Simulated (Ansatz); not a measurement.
The system is Ti.

```
CELL_PARAMETERS angstrom
4.56737 0.00000 0.00000
-2.28369 3.95546 0.00000
0.00000 0.00000 2.82624
ATOMIC_POSITIONS crystal
Ti 0.66667 0.33333 0.50000
Ti 0.33333 0.66667 0.50000
Ti 0.00000 0.00000 0.00000
```

This isn't the form of Ti at room conditions, which is hcp.

Base run:

| Item | Value |
| --- | --- |
| Program | Ansatz 0.2.0 |
| Functional | PBEsol |
| Potentials or basis | all-electron LAPW, inner shells corrected to Dirac's equation |
| Cutoff | 242 eV |
| Density cutoff | 967 eV |
| Basis error allowed | 0.002 eV/atom |
| k mesh | 7 × 7 × 9 |
| Occupations | fermi-dirac, width 0.05 eV |
| Spin | no spin polarisation |

Its results: pressure -3.7 GPa.

**Question.** After a change of settings the same cell gave: pressure -8.0 GPa. Which change was it?
A. potentials or basis from all-electron LAPW, inner shells corrected to Dirac's equation to all-electron LAPW, scalar-relativistic; basis error allowed from 0.002 eV/atom to 0.001 eV/atom
B. functional from PBEsol to LDA; potentials or basis from all-electron LAPW, inner shells corrected to Dirac's equation to all-electron LAPW, scalar-relativistic
C. potentials or basis from all-electron LAPW, inner shells corrected to Dirac's equation to all-electron PAW datasets made for the crystal
D. potentials or basis from all-electron LAPW, inner shells corrected to Dirac's equation to all-electron LAPW, scalar-relativistic

**Answer.** B.

Not every run made on this cell is shown here.
